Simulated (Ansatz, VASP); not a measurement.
**Two plane-wave programs on AlN**

```
CELL_PARAMETERS angstrom
3.31348 0.00000 0.00000
-1.65674 2.86956 0.00000
0.00000 0.00000 4.18759
ATOMIC_POSITIONS crystal
Al 0.33572 0.67144 0.78055
Al 0.66905 0.33811 0.28055
N 0.32873 0.65747 0.19116
N 0.66207 0.32413 0.69116
```

Change from the starting cell: mode 4 frozen in at -0.246 Å and mode 10 at -0.026 Å (largest displacements).

Alike in both runs: task single point; functional PBE; k mesh 9 × 9 × 6; occupations gaussian, width 0.05 eV; no spin polarisation.

|  | VASP | Ansatz |
| --- | --- | --- |
| version | VASP 6.6.1 | Ansatz 0.2.0 |
| potentials or method | VASP PAW PBE potentials, release 64 (Al, N) | scalar-relativistic, plane waves, PAW |
| plane-wave cutoff (eV) | 520 | 520 |
| valence electrons in the cell | 16 | 16 |

```tsv
	VASP	Ansatz	Ansatz less VASP
gap on the k mesh at the Fermi level (eV)	3.80	3.79	-0.008
least direct gap on the mesh (eV)	3.80	3.79	-0.008
pressure (GPa)	14.8	14.9	+0.12
largest component of the traceless stress (GPa)	44.01	43.74	-0.274
rms of the force components (eV/Å)	1.940	1.933	-0.0071
```

Atom by atom the forces differ by 0.007 eV/Å (rms over components).

Caveats: an odd mesh through Γ misses points on the zone boundary, where band edges often lie; forces of over 1 eV/Å show positions far from the minimum, so gaps and moduli don't describe the material at rest.
